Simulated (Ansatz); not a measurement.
We consider rutile GeO2, described by LDA (PAW; Ansatz, an electronic-structure program).

Settings: plane-wave cutoff 520 eV, 8×8×12 k mesh (along the axes of the cell as run), Fermi–Dirac smearing 0.01 eV, scalar-relativistic PAW data made under PBE.

Cell (measured lattice):

```yaml
crystal:
  lattice:
    - [4.39700, 0.00000, 0.00000]
    - [0.00000, 4.39700, 0.00000]
    - [0.00000, 0.00000, 2.86300]
  atoms:
    - { symbol: Ge, position: [0.00000, 0.00000, 0.00000] }
    - { symbol: Ge, position: [0.50000, 0.50000, 0.50000] }
    - { symbol: O, position: [0.30562, 0.30562, 0.00000] }
    - { symbol: O, position: [0.80562, 0.19438, 0.50000] }
    - { symbol: O, position: [0.19438, 0.80562, 0.50000] }
    - { symbol: O, position: [0.69438, 0.69438, 0.00000] }
```

Estimate the band gap that the calculation returns.


band gap: 1.81 eV (direct)

Measured, for comparison: band gap 4.68 eV (temperature not stated, not corrected to a static lattice, direct (forbidden), UV absorption; as tabulated in Mengle et al. (2019), arXiv:1905.10301).

Note: cell and atoms aren't relaxed at this level (largest force component 0.06 eV/Å, pressure -1.9 GPa).

Spin–orbit coupling is not included.

The computed numbers hold no vibrational or temperature effects.
